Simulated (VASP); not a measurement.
# Si (P6/mmm) in VASP: further runs, part 2 of 3

VASP 6.6.1. Earlier steps stand in the parts before.

**4. Wannier functions by SCDM, PBE+D3**

Contents of POSCAR:

```
Si
2.6205
    1.000016338447      0.000000000000      0.000000000000
   -0.500008169243      0.866039553291      0.000000000000
    0.000000000000      0.000000000000      0.941177023469
Si
1
Direct
    0.0000000000      0.0000000000      0.0000000000
```

Contents of INCAR.step1:

```
PREC = Accurate
ENCUT = 520
EDIFF = 1E-7
ISMEAR = 0
SIGMA = 0.1
LREAL = False
LASPH = True
NELM = 60
ALGO = Normal
ISIF = 2
LWAVE = True
LCHARG = True
GGA = PE
IVDW = 11
```

Contents of INCAR.step2:

```
PREC = Accurate
ENCUT = 520
EDIFF = 1E-7
ISMEAR = 0
SIGMA = 0.1
LREAL = False
LASPH = True
NELM = 60
ALGO = Normal
ISIF = 2
LWAVE = False
LCHARG = False
GGA = PE
IVDW = 11
ISTART = 1
ICHARG = 11
ISYM = -1
NUM_WANN = 2
LSCDM = True
```

Contents of KPOINTS:

```
Automatic mesh
0
Gamma
  6 6 6
```

Contents of KPOINTS_OPT:

```
path GMKGALHA,LM,KH
12
line-mode
reciprocal
 0.0000000000  0.0000000000  0.0000000000  G
 0.5000000000  0.0000000000  0.0000000000  M

 0.5000000000  0.0000000000  0.0000000000  M
 0.3333333333  0.3333333333  0.0000000000  K

 0.3333333333  0.3333333333  0.0000000000  K
 0.0000000000  0.0000000000  0.0000000000  G

 0.0000000000  0.0000000000  0.0000000000  G
 0.0000000000  0.0000000000  0.5000000000  A

 0.0000000000  0.0000000000  0.5000000000  A
 0.5000000000  0.0000000000  0.5000000000  L

 0.5000000000  0.0000000000  0.5000000000  L
 0.3333333333  0.3333333333  0.5000000000  H

 0.3333333333  0.3333333333  0.5000000000  H
 0.0000000000  0.0000000000  0.5000000000  A

 0.5000000000  0.0000000000  0.5000000000  L
 0.5000000000  0.0000000000  0.0000000000  M

 0.3333333333  0.3333333333  0.0000000000  K
 0.3333333333  0.3333333333  0.5000000000  H
```

Contents of KPOINTS_WAN:

```
path GMKGALHA,LM,KH
12
line-mode
reciprocal
 0.0000000000  0.0000000000  0.0000000000  G
 0.5000000000  0.0000000000  0.0000000000  M

 0.5000000000  0.0000000000  0.0000000000  M
 0.3333333333  0.3333333333  0.0000000000  K

 0.3333333333  0.3333333333  0.0000000000  K
 0.0000000000  0.0000000000  0.0000000000  G

 0.0000000000  0.0000000000  0.0000000000  G
 0.0000000000  0.0000000000  0.5000000000  A

 0.0000000000  0.0000000000  0.5000000000  A
 0.5000000000  0.0000000000  0.5000000000  L

 0.5000000000  0.0000000000  0.5000000000  L
 0.3333333333  0.3333333333  0.5000000000  H

 0.3333333333  0.3333333333  0.5000000000  H
 0.0000000000  0.0000000000  0.5000000000  A

 0.5000000000  0.0000000000  0.5000000000  L
 0.5000000000  0.0000000000  0.0000000000  M

 0.3333333333  0.3333333333  0.0000000000  K
 0.3333333333  0.3333333333  0.5000000000  H
```

Potentials or basis: VASP PAW PBE potentials, release 64 (Si).

On the command line:

```console
$ cat potpaw_PBE.64/Si/POTCAR > POTCAR
$ cp INCAR.step1 INCAR
$ mpirun -np 1 vasp_std > vasp.out
$ cp INCAR.step2 INCAR
$ mpirun -np 1 vasp_std > vasp.out
```

OUTCAR:

```text
PREC = Accurate
   ENCUT = 520
   EDIFF = 1E-7
   ISMEAR = 0
   LREAL = False
   LASPH = True
   NELM = 60
   ISIF = 2
   GGA = PE
   IVDW = 11
   ISTART = 1
   ICHARG = 11
   ISYM = -1
 IVDW          = 11

 ion  position               nearest neighbor table
   1  0.000  0.000  0.000-

IMPORTANT INFORMATION: All symmetrisations will be switched off!
NOSYMM: (Re-)initialisation of all symmetry stuff for point group C_1.

----------------------------------------------------------------------------------------

                                     Primitive cell

  volume of cell :      14.6679

  direct lattice vectors                    reciprocal lattice vectors
     2.620542815  0.000000000  0.000000000     0.381600329  0.220317053  0.000000000
    -1.310271408  2.269456649  0.000000000     0.000000000  0.440634105  0.000000000
     0.000000000  0.000000000  2.466354390     0.000000000  0.000000000  0.405456736

  length of vectors
     2.620542815  2.620542815  2.466354390     0.440634105  0.440634105  0.405456736

  position of ions in fractional coordinates (direct lattice)
     0.000000000  0.000000000  0.000000000

  ion indices of the primitive-cell ions
   primitive index   ion index
                 1           1

----------------------------------------------------------------------------------------

 KPOINTS: Automatic mesh

Automatic generation of k-mesh.
 Grid dimensions read from file:
 generate k-points for:    6    6    6

 Generating k-lattice:

  Cartesian coordinates                     Fractional coordinates (reciprocal lattice)
     0.063600055  0.036719509  0.000000000     0.166666667 -0.000000000  0.000000000
     0.000000000  0.073439018  0.000000000     0.000000000  0.166666667  0.000000000
     0.000000000  0.000000000  0.067576123     0.000000000  0.000000000  0.166666667

  Length of vectors
     0.073439018  0.073439018  0.067576123
[... 71 lines left out ...]
   IALGO  =     38    algorithm
   IMIX   =      4    mixing-type and parameters
     AMIX     =   0.40;   BMIX     =  1.00
     AMIX_MAG =   1.60;   BMIX_MAG =  1.00
  volume/ion in A,a.u.               =      14.67        98.98
  Fermi-wavevector in a.u.,A,eV,Ry     =   1.061627  2.006184 15.334472  1.127052
  Thomas-Fermi vector in A             =   2.197050
   LORBIT       =      0    0 simple, 1 ext, 2 COOP (PROOUT), +10 PAW based schemes
   GGA     = PE    functional components
   LHFCALC =     F    Hartree Fock is set to
   AEXX    =    0.0000 exact exchange contribution
   IVDW    =    11    specifies the selected vdW correction
   LEPSILON=     F    determine dielectric tensor
   LRPA    =     F    only Hartree local field effects (RPA)
 non-spin polarized calculation
 Gauss-broadening in eV      SIGMA  =   0.10
  energy-cutoff  :      520.00
  volume of cell :       14.67
 maximum number of plane-waves:       405

 number of electron       4.0000000 magnetization

 Free energy of the ion-electron system (eV)
  ---------------------------------------------------
  ext. energy  EPLUGINS =         0.00000000
  ---------------------------------------------------
  free energy    TOTEN  =        -5.08231186 eV

  energy without entropy =       -5.07866709  energy(sigma->0) =       -5.08048948

 E-fermi :  10.3124     XC(G=0): -11.0677

 val. band max:       10.2326113512   @ k =   0.5000  -0.1667   0.5000
 cond. band min:      10.4196081987   @ k =   0.5000   0.1667  -0.1667
 fundamental gap:      0.1869968474
 Fermi energy:        10.3124150364

 k-point     1 :       0.0000    0.0000    0.0000
  band No.  band energies     occupation
      1      -4.4429      2.00000
      2      17.1792      0.00000
      3      17.6967      0.00000
      4      20.0744      0.00000
      5      20.0744      0.00000
      6      21.9971      0.00000
[... 199 lines left out ...]
 k-point    24 :      -0.1667    0.5000    0.0000
  band No.  band energies     occupation
      1       0.9184      2.00000
      2       5.4796      2.00000
      3       9.9021      2.00000
      4      21.7141      0.00000
      5      22.0396      0.00000
      6      26.1446      0.00000

 [... further k-points ...]

------------------------ aborting loop because EDIFF is reached ----------------------------------------

 Edisp (eV)   -0.18350

 E8    (eV) :    -0.0849

  FORCE on cell =-STRESS in cart. coord.  units (eV):
  Direction    XX          YY          ZZ          XY          YZ          ZX
  --------------------------------------------------------------------------------------
  -------------------------------------------------------------------------------------
  Total       0.00442     0.00442     0.60905     0.00000    -0.00000    -0.00000
  in kB       0.48261     0.48262    66.52631     0.00001    -0.00005    -0.00003
  external pressure =       22.50 kB  Pullay stress =        0.00 kB

 VOLUME and BASIS-vectors are now :
 -----------------------------------------------------------------------------
  energy-cutoff  :      520.00
  volume of cell :       14.67
      direct lattice vectors                 reciprocal lattice vectors
     2.620542815  0.000000000  0.000000000     0.381600329  0.220317053  0.000000000
    -1.310271408  2.269456649  0.000000000     0.000000000  0.440634105  0.000000000
     0.000000000  0.000000000  2.466354390     0.000000000  0.000000000  0.405456736

 POSITION                                       TOTAL-FORCE (eV/Angst)
 -----------------------------------------------------------------------------------
      0.00000      0.00000      0.00000         0.000000     -0.000000     -0.000000
 -----------------------------------------------------------------------------------
    total drift:                                0.000000     -0.000000     -0.000000

  FREE ENERGIE OF THE ION-ELECTRON SYSTEM (eV)
  ---------------------------------------------------
  free  energy   TOTEN  =        -5.2658089480 eV

  energy  without entropy=       -5.2621641813  energy(sigma->0) =       -5.26398656
```

OUTCAR.step1:

```text
PREC = Accurate
   ENCUT = 520
   EDIFF = 1E-7
   ISMEAR = 0
   LREAL = False
   LASPH = True
[... 441 lines left out ...]
 POSITION                                       TOTAL-FORCE (eV/Angst)
 -----------------------------------------------------------------------------------
      0.00000      0.00000      0.00000         0.000000      0.000000      0.000000
 -----------------------------------------------------------------------------------
    total drift:                               -0.000000     -0.000000      0.000000

  FREE ENERGIE OF THE ION-ELECTRON SYSTEM (eV)
  ---------------------------------------------------
  free  energy   TOTEN  =        -5.2658089707 eV

  energy  without entropy=       -5.2621643572  energy(sigma->0) =       -5.26398666
```

OSZICAR.step1:

```text
N       E                     dE             d eps       ncg     rms          rms(c)
DAV:   1    -0.118734450115E+01   -0.11873E+01   -0.18065E+03   348   0.522E+02
DAV:   2    -0.504842251185E+01   -0.38611E+01   -0.35795E+01   480   0.427E+01
DAV:   3    -0.508733652517E+01   -0.38914E-01   -0.38849E-01   396   0.478E+00
DAV:   4    -0.508741754037E+01   -0.81015E-04   -0.81015E-04   486   0.243E-01
DAV:   5    -0.508741772578E+01   -0.18540E-06   -0.18499E-06   408   0.807E-03    0.299E+00
DAV:   6    -0.508447052842E+01    0.29472E-02   -0.11307E-03   390   0.242E-01    0.171E+00
DAV:   7    -0.508230602551E+01    0.21645E-02   -0.27634E-03   360   0.384E-01    0.159E-01
DAV:   8    -0.508231210953E+01   -0.60840E-05   -0.45400E-05   492   0.616E-02    0.186E-02
DAV:   9    -0.508231229852E+01   -0.18898E-06   -0.14357E-06   420   0.104E-02    0.176E-03
DAV:  10    -0.508231192885E+01    0.36967E-06   -0.20934E-07   384   0.291E-03    0.291E-04
DAV:  11    -0.508231188190E+01    0.46946E-07   -0.10274E-08   240   0.944E-04
   1 F= -.52658090E+01 E0= -.52639867E+01  d E =-.364461E-02
```

It took 11 s on 1 thread of AMD EPYC 7R13 (Zen 3), shared host; peak memory 0.12 GiB.

Results:

```
Band gap along the path    : none (metal or under the smearing width)
Dispersion energy per atom : -0.183 eV
```

Levels at the corners of the path, in eV from the Fermi level:
```
point  band 1  band 2  band 3  band 4  band 5
    Γ  -14.76    6.87    7.38    9.76    9.76
    M   -8.26   -7.42    4.55    5.90   12.26
    M   -8.26   -7.42    4.55    5.90   12.26
    K   -6.36   -5.19   -5.19   13.27   14.87
    K   -6.36   -5.19   -5.19   13.27   14.87
    Γ  -14.76    6.87    7.38    9.76    9.76
    Γ  -14.76    6.87    7.38    9.76    9.76
    A   -9.83   -7.87   13.40   13.40   14.45
    A   -9.83   -7.87   13.40   13.40   14.45
    L   -3.53   -2.78   -2.48    0.83    8.24
    L   -3.53   -2.78   -2.48    0.83    8.24
    H   -1.69   -1.37   -1.37    0.45    3.17
    H   -1.69   -1.37   -1.37    0.45    3.17
    A   -9.83   -7.87   13.40   13.40   14.45
    L   -3.53   -2.78   -2.48    0.83    8.24
    M   -8.26   -7.42    4.55    5.90   12.26
    K   -6.36   -5.19   -5.19   13.27   14.87
    H   -1.69   -1.37   -1.37    0.45    3.17
```

Caveat: the k mesh is coarse (spacing up to 0.46 Å⁻¹), so the values aren't converged; pairwise dispersion overbinds metals, which lowers pressure and volume.

(Continued in part 3 of 3.)
